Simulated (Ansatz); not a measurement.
Ti:

```
Ti
1.0
     4.56737    0.00000    0.00000
    -2.28369    3.95546    0.00000
     0.00000    0.00000    2.82624
Ti
3
Direct
  0.66667 0.33333 0.50000
  0.33333 0.66667 0.50000
  0.00000 0.00000 0.00000
```

This isn't the form of Ti at room conditions, which is hcp.

| Property | Result |
| --- | --- |
| Program | Ansatz 0.2.0 |
| Task | relaxation of cell and atoms |
| Functional | PBEsol |
| Potentials or basis | all-electron LAPW, scalar-relativistic |
| Basis error allowed | 0.002 eV/atom |
| k mesh | 7 × 7 × 9 |
| Occupations | fermi-dirac, width 0.05 eV |
| Spin | no spin polarisation |

At the start: volume 17.02 Å³/atom.

Task: Where does the relaxation end?

Result: Over 5 steps the energy falls by 6.6 meV/atom and the volume is 16.47 Å³/atom (-3.2 %); space group P6/mmm (No. 191, to 0.05 Å).

The path:
```csv
step,energy change (eV),largest force (eV/Å),volume (Å³)
1,0.0000,0.0000,51.06
2,-0.0030,0.0000,48.00
3,-0.0199,0.0000,49.47
4,-0.0199,0.0000,49.40
5,-0.0199,0.0000,49.40
```

Final structure:
```
CELL_PARAMETERS angstrom
4.51566 0.00000 0.00000
-2.25783 3.91068 0.00000
0.00000 0.00000 2.79765
ATOMIC_POSITIONS crystal
Ti 0.66667 0.33333 0.50000
Ti 0.33333 0.66667 0.50000
Ti 0.00000 0.00000 0.00000
```
